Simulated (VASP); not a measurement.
# C (Fd-3m) in VASP: a series of runs

Runs on C. Level: PBE+D3(BJ). Tasks: relaxation of cell and atoms.

All numbers are computed with VASP 6.6.1; they aren't measurements. Logs are shortened: lines on timing, memory, paths and dates and some standing lists are left out, and cuts for length are marked.

**1. Starting point**

It takes space group Fd-3m (No. 227, cubic). The conventional cell has a = 3.567 Å, b = 3.567 Å, c = 3.567 Å, α = 90.00°, β = 90.00°, γ = 90.00°. C (site symmetry -43m) is surrounded by 4 C at 1.54 Å.

This isn't the form of C at room conditions, which is graphite.

**2. Relaxation of cell and atoms, PBE+D3(BJ)**

INCAR reads:

```
SYSTEM = C
ALGO = Normal
EDIFF = 1E-6
EDIFFG = -0.01
ENCUT = 600
GGA = PE
IBRION = 2
ISIF = 3
ISMEAR = 0
IVDW = 12
LASPH = .True.
LCHARG = .False.
LREAL = .False.
LWAVE = .False.
NELM = 80
NSW = 90
PREC = Accurate
SIGMA = 0.03
```

KPOINTS reads:

```
k-points
0
Gamma
  14 14 14
  0 0 0
```

POSCAR reads:

```
C
1.0
    0.0000000000      1.7833700000      1.7833700000
    1.7833700000      0.0000000000      1.7833700000
    1.7833700000      1.7833700000      0.0000000000
C
2
Direct
    0.0000000000      0.0000000000      0.0000000000
    0.2500000000      0.2500000000      0.2500000000
```

Potentials or basis: VASP PAW PBE potentials, release 64 (C).

Run with:

```bash
cat potpaw_PBE.64/C/POTCAR > POTCAR
mpirun -np 1 vasp_std > vasp.out
```

OUTCAR:

```text
SYSTEM = C
   EDIFF = 1E-6
   EDIFFG = -0.01
   ENCUT = 600
   GGA = PE
   IBRION = 2
   ISIF = 3
   ISMEAR = 0
   IVDW = 12
   LASPH = .True.
   LREAL = .False.
   NELM = 80
   NSW = 90
   PREC = Accurate
 IVDW          = 12

 ion  position               nearest neighbor table
   1  0.000  0.000  0.000-   2 1.54   2 1.54   2 1.54   2 1.54
   2  0.250  0.250  0.250-   1 1.54   1 1.54   1 1.54   1 1.54

  LATTYP: Found a face centered cubic cell.
 ALAT       =     3.5667400000

  Lattice vectors:

 A1 = (   0.0000000000,   1.7833700000,   1.7833700000)
 A2 = (   1.7833700000,   0.0000000000,   1.7833700000)
 A3 = (   1.7833700000,   1.7833700000,   0.0000000000)

Analysis of symmetry for initial positions (statically):
=====================================================================
 Subroutine PRICEL returns:
 Original cell was already a primitive cell.

 Routine SETGRP: Setting up the symmetry group for a
 face centered cubic supercell.

 Subroutine GETGRP returns: Found 48 space group operations
 (whereof 24 operations were pure point group operations)
 out of a pool of 48 trial point group operations.

The static configuration has the point symmetry T_d .
 The point group associated with its full space group is O_h .

Analysis of symmetry for dynamics (positions and initial velocities):
=====================================================================
 Subroutine PRICEL returns:
 Original cell was already a primitive cell.

 Routine SETGRP: Setting up the symmetry group for a
 face centered cubic supercell.

 Subroutine GETGRP returns: Found 48 space group operations
 (whereof 24 operations were pure point group operations)
 out of a pool of 48 trial point group operations.

The dynamic configuration has the point symmetry T_d .
 The point group associated with its full space group is O_h .

 Subroutine INISYM returns: Found 48 space group operations
 (whereof 24 operations are pure point group operations),
 and found     1 'primitive' translations

----------------------------------------------------------------------------------------

                                     Primitive cell

  volume of cell :      11.3437

  direct lattice vectors                    reciprocal lattice vectors
     0.000000000  1.783370000  1.783370000    -0.280368067  0.280368067  0.280368067
     1.783370000  0.000000000  1.783370000     0.280368067 -0.280368067  0.280368067
     1.783370000  1.783370000  0.000000000     0.280368067  0.280368067 -0.280368067

  length of vectors
     2.522066041  2.522066041  2.522066041     0.485611737  0.485611737  0.485611737

  position of ions in fractional coordinates (direct lattice)
     0.000000000  0.000000000  0.000000000
     0.250000000  0.250000000  0.250000000

  ion indices of the primitive-cell ions
   primitive index   ion index
                 1           1
                 2           2

----------------------------------------------------------------------------------------

 KPOINTS: k-points

Automatic generation of k-mesh.
 Grid dimensions read from file:
 generate k-points for:   14   14   14

 Generating k-lattice:

  Cartesian coordinates                     Fractional coordinates (reciprocal lattice)
    -0.020026291  0.020026291  0.020026291     0.071428571  0.000000000  0.000000000
     0.020026291 -0.020026291  0.020026291     0.000000000  0.071428571  0.000000000
     0.020026291  0.020026291 -0.020026291     0.000000000  0.000000000  0.071428571

  Length of vectors
     0.034686553  0.034686553  0.034686553

  Shift w.r.t. Gamma in fractional coordinates (k-lattice)
     0.000000000  0.000000000  0.000000000

 Subroutine IBZKPT returns following result:
 ===========================================

 Found    104 irreducible k-points:

 Following reciprocal coordinates:
            Coordinates               Weight
  0.000000  0.000000  0.000000      1.000000
  0.071429  0.000000  0.000000      8.000000
  0.142857  0.000000  0.000000      8.000000
  0.214286  0.000000  0.000000      8.000000
  0.285714  0.000000  0.000000      8.000000
  0.357143  0.000000  0.000000      8.000000
[... 16 lines left out ...]
  0.214286  0.142857  0.000000     24.000000
  0.285714  0.142857  0.000000     24.000000
 [... further k-points ...]
   k-points           NKPTS =    104   k-points in BZ     NKDIM =    104   number of bands    NBANDS=      8
   number of dos      NEDOS =    301   number of ions     NIONS =      2
   total plane-waves  NPLWV =   8000
   dimension x,y,z NGX =    20 NGY =   20 NGZ =   20
   dimension x,y,z NGXF=    40 NGYF=   40 NGZF=   40
   ions per type =               2
   NGX,Y,Z   is equivalent  to a cutoff of  13.18, 13.18, 13.18 a.u.
   NGXF,Y,Z  is equivalent  to a cutoff of  26.37, 26.37, 26.37 a.u.
 SYSTEM =  C
   PREC   = accura    normal or accurate (medium, high low for compatibility)
   ISTART =      0    job   : 0-new  1-cont  2-samecut
   ICHARG =      2    charge: 1-file 2-atom 10-const
   ISPIN  =      1    spin polarized calculation?
   LNONCOLLINEAR =      F non collinear calculations
   LSORBIT =      F    spin-orbit coupling
   LASPH  =      T    aspherical Exc in radial PAW
   ENCUT  =  600.0 eV  44.10 Ry    6.64 a.u.   5.04  5.04  5.04*2*pi/ulx,y,z
   NELM   =     80;   NELMIN=  2; NELMDL= -5     # of ELM steps
   EDIFF  = 0.1E-05   stopping-criterion for ELM
   LREAL  =      F    real-space projection
   EDIFFG = -.1E-01   stopping-criterion for IOM
   NSW    =     90    number of steps for IOM
   IBRION =      2    ionic relax: 0-MD 1-quasi-New 2-CG
   NFREE  =      1    steps in history (QN), initial steepest desc. (CG)
   ISIF   =      3    stress and relaxation
   ISYM   =      2    0-nonsym 1-usesym 2-fastsym
   POTIM  = 0.5000    time-step for ionic-motion
   TEBEG  =    0.0;   TEEND  =   0.0 temperature during run
   PSTRESS=    0.0 pullay stress
   NELECT =       8.0000    total number of electrons
   NUPDOWN=      -1.0000    fix difference up-down
   EMIN   =  10.00;   EMAX   =-10.00  energy-range for DOS
   EFERMI =   0.00;   METHOD = LEGACY
   ISMEAR =     0;   SIGMA  =   0.03  broadening in eV -4-tet -1-fermi 0-gaus
   EFERMI_NEDOS =   21; number of points for ismear=-14 and -15
   IALGO  =     38    algorithm
   IMIX   =      4    mixing-type and parameters
     AMIX     =   0.40;   BMIX     =  1.00
     AMIX_MAG =   1.60;   BMIX_MAG =  1.00
  volume/ion in A,a.u.               =       5.67        38.28
  Fermi-wavevector in a.u.,A,eV,Ry     =   1.457203  2.753714 28.891161  2.123440
  Thomas-Fermi vector in A             =   2.574032
   LORBIT       =      0    0 simple, 1 ext, 2 COOP (PROOUT), +10 PAW based schemes
   GGA     = PE    functional components
   LHFCALC =     F    Hartree Fock is set to
   AEXX    =    0.0000 exact exchange contribution
   IVDW    =    12    specifies the selected vdW correction
   LEPSILON=     F    determine dielectric tensor
   LRPA    =     F    only Hartree local field effects (RPA)
 conjugate gradient relaxation of ions
 non-spin polarized calculation
 Gauss-broadening in eV      SIGMA  =   0.03
  energy-cutoff  :      600.00
  volume of cell :       11.34
 maximum number of plane-waves:       388
   NGX =  9   NGY =  9   NGZ =  9

--------------------------------------- Ionic step        1  -------------------------------------------

 number of electron       7.9999999 magnetization

 Free energy of the ion-electron system (eV)
  ---------------------------------------------------
  ext. energy  EPLUGINS =         0.00000000
  ---------------------------------------------------
  free energy    TOTEN  =       -18.19007187 eV

  energy without entropy =      -18.19007187  energy(sigma->0) =      -18.19007187

 E-fermi :   9.9230     XC(G=0): -13.2507

 val. band max:        9.7284886869   @ k =   0.0000   0.0000   0.0000
 cond. band min:      13.8582426839   @ k =   0.3571   0.3571   0.0000
 fundamental gap:      4.1297539970
 Fermi energy:         9.9229936850

 k-point     1 :       0.0000    0.0000    0.0000
  band No.  band energies     occupation
      1     -11.7480      2.00000
      2       9.7285      2.00000
      3       9.7285      2.00000
      4       9.7285      2.00000
      5      15.3187      0.00000
      6      15.3187      0.00000
      7      15.3187      0.00000
      8      23.0598      0.00000

 k-point     2 :       0.0714    0.0000    0.0000
  band No.  band energies     occupation
      1     -11.6068      2.00000
      2       8.7949      2.00000
      3       9.4854      2.00000
      4       9.4854      2.00000
      5      15.6368      0.00000
      6      15.6368      0.00000
      7      15.8749      0.00000
      8      23.1808      0.00000
[... 308 lines left out ...]
 POSITION                                       TOTAL-FORCE (eV/Angst)
 -----------------------------------------------------------------------------------
     -0.00000      1.77240      1.77240         0.000000      0.000000      0.000000
      0.88620      0.88620      0.88620        -0.000000     -0.000000     -0.000000
 -----------------------------------------------------------------------------------
    total drift:                               -0.000000     -0.000000      0.000000

  FREE ENERGIE OF THE ION-ELECTRON SYSTEM (eV)
  ---------------------------------------------------
  free  energy   TOTEN  =       -18.5721105145 eV

  energy  without entropy=      -18.5721105145  energy(sigma->0) =      -18.57211051

--------------------------------------- Ionic step        3  -------------------------------------------

 number of electron       7.9999999 magnetization

 Free energy of the ion-electron system (eV)
  ---------------------------------------------------
  ext. energy  EPLUGINS =         0.00000000
  ---------------------------------------------------
  free energy    TOTEN  =       -18.18796182 eV

  energy without entropy =      -18.18796182  energy(sigma->0) =      -18.18796182

 E-fermi :  10.0666     XC(G=0): -13.2925

 val. band max:        9.8488863437   @ k =   0.0000   0.0000   0.0000
 cond. band min:      13.9970195765   @ k =   0.3571   0.3571   0.0000
 fundamental gap:      4.1481332329
 Fermi energy:        10.0666281653

 k-point     1 :       0.0000    0.0000    0.0000
  band No.  band energies     occupation
      1     -11.7394      2.00000
      2       9.8489      2.00000
      3       9.8489      2.00000
      4       9.8489      2.00000
      5      15.4620      0.00000
      6      15.4620      0.00000
      7      15.4620      0.00000
      8      23.3707      0.00000

 k-point     2 :       0.0714    0.0000    0.0000
  band No.  band energies     occupation
      1     -11.5974      2.00000
      2       8.9089      2.00000
      3       9.6035      2.00000
      4       9.6035      2.00000
      5      15.7830      0.00000
      6      15.7830      0.00000
      7      16.0258      0.00000
      8      23.4872      0.00000
[... 268 lines left out ...]
 POSITION                                       TOTAL-FORCE (eV/Angst)
 -----------------------------------------------------------------------------------
      0.00000      0.00000      0.00000        -0.000000     -0.000000     -0.000000
      0.88922      0.88922      0.88922         0.000000      0.000000      0.000000
 -----------------------------------------------------------------------------------
    total drift:                                0.000000      0.000000      0.000000

  FREE ENERGIE OF THE ION-ELECTRON SYSTEM (eV)
  ---------------------------------------------------
  free  energy   TOTEN  =       -18.5737368882 eV

  energy  without entropy=      -18.5737368882  energy(sigma->0) =      -18.57373689

 reached required accuracy - stopping structural energy minimisation
```

Wall time 7 s (1 thread of Intel Xeon 6975P-C (Granite Rapids), shared host); peak memory 0.13 GiB.

What came out:

* Free energy: -18.5737 eV
* Relaxed volume: 5.63 Å³/atom
* Relaxed cell: a = 2.515 Å, b = 2.515 Å, c = 2.515 Å, α = 60.00°, β = 60.00°, γ = 60.00°
* Space group after relaxing (to 0.05 Å): Fd-3m (No. 227)
* Energy gained by relaxing: 0.5 meV/atom
* Ionic steps: 3
* Pressure after relaxing: 0.0 GPa
* Band gap on the k mesh: 4.15 eV, indirect (least direct gap 5.61 eV)
* Dispersion energy per atom: -0.193 eV

The path:
```
step  energy change (eV)  largest force (eV/Å)  pressure (GPa)  volume (Å³)
   1              0.0000                0.0000           -3.60        11.34
   2              0.0006                0.0000            4.60        11.14
   3             -0.0011                0.0000           -0.01        11.25
```

Final structure:
```
C
1.0
     0.00000    1.77845    1.77845
     1.77845    0.00000    1.77845
     1.77845    1.77845    0.00000
C
2
Cartesian
  0.0000 0.0000 0.0000
  0.8892 0.8892 0.8892
```

Levels at points of the mesh, in eV from the valence-band top:
| k point | band 1 | band 2 | band 3 | band 4 | band 5 | band 6 | band 7 | band 8 |
| --- | --- | --- | --- | --- | --- | --- | --- | --- |
| (0.00, 0.00, 0.00) | -21.59 | 0.00 | 0.00 | 0.00 | 5.61 | 5.61 | 5.61 | 13.52 |
| (0.50, 0.00, 0.00) | -15.77 | -13.47 | -2.82 | -2.82 | 8.49 | 8.49 | 8.96 | 15.77 |
| (0.50, 0.50, 0.00) | -12.82 | -12.82 | -6.35 | -6.35 | 4.78 | 4.78 | 16.93 | 16.93 |

A k mesh can miss the band edges. As with any semilocal functional, this PBE gap is likely too small.

(Part 1 of 2 ends here.)
